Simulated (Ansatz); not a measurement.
Wanted: the native input for an Ansatz 0.2.0 run.

- Task: band structure
- Functional: PBEsol
- Potentials or basis: Ansatz PAW
- Cutoff: 420 eV (not typed: the program's choice for these potentials)
- k mesh: 11 × 11 × 11
- Occupations: fermi-dirac, width 0.05 eV
- Spin: no spin polarisation
- Path: [["G", "X", "Y", "S", "G", "Z", "S1", "N", "P", "Y1", "Z"], ["X", "P"]]
- Points for each segment of the path: 14

The system is NbP.

```
Nb P
1.0
    -1.67492    1.67492    5.74011
     1.67492   -1.67492    5.74011
     1.67492    1.67492   -5.74011
Nb P
2 2
Direct
  0.24988 0.74988 0.50000
  0.49988 0.49988 0.00000
  0.83275 0.33275 0.50000
  0.08275 0.08275 0.00000
```

The cell is a database's computed one.

One way to write it, as run:

input.yaml

```yaml
crystal:
  lattice:
    - [-1.6749232544, 1.6749232544, 5.7401081759]
    - [1.6749232544, -1.6749232544, 5.7401081759]
    - [1.6749232544, 1.6749232544, -5.7401081759]
  atoms:
    - { symbol: Nb, position: [0.2498808, 0.7498808, 0.5] }
    - { symbol: Nb, position: [0.4998808, 0.4998808, 0.0] }
    - { symbol: P, position: [0.83274777, 0.33274777, 0.5] }
    - { symbol: P, position: [0.08274777, 0.08274777, 0.0] }
hamiltonian:
  xc: pbesol
  pseudopotentials: { kind: paw }
kpoints:
  mp_grid: { grid: [11, 11, 11] }
  band_path:
    path:
      - [[0.0, 0.0, 0.0], [-0.5, 0.5, 0.0], [-0.5, 0.5, -0.0425715708], [-0.2712857854, 0.2712857854, -0.2712857854], [0.0, 0.0, 0.0], [0.5, 0.5, -0.5], [0.2712857854, 0.7287142146, -0.7287142146], [0.0, 0.5, -0.5], [-0.25, 0.75, -0.25], [0.0425715708, 0.9574284292, -0.5], [0.5, 0.5, -0.5]]
      - [[-0.5, 0.5, 0.0], [-0.25, 0.75, -0.25]]
    npoints: 14
scf:
  occupations: { method: fermi_dirac, width: 0.05 }
  n_extra_bands: 10
output:
  forces: true
  stress: true
  eigenvalues: true
  fatbands: true
```

Potentials or basis: Ansatz PAW.

The run is started by

```bash
$ ansatz run input.yaml --threads 2 --pin off --max-ram 5632MiB --backend cpu --events-out ev --progress --plain --runs-dir out
```

Results of the run:

```yaml
Pressure: -6.4 GPa
Largest_force: 0.017 eV/Å
Band_gap_on_the_k_mesh: none (metal or under the smearing width)
```

Caveat: the PAW data sets come from PBE, with cores solved anew for the run's functional, which leaves a small shift of forces and pressure.

Wall time 27 s on 2 threads of Arm Neoverse V1 (shared host), peak memory 0.49 GiB.
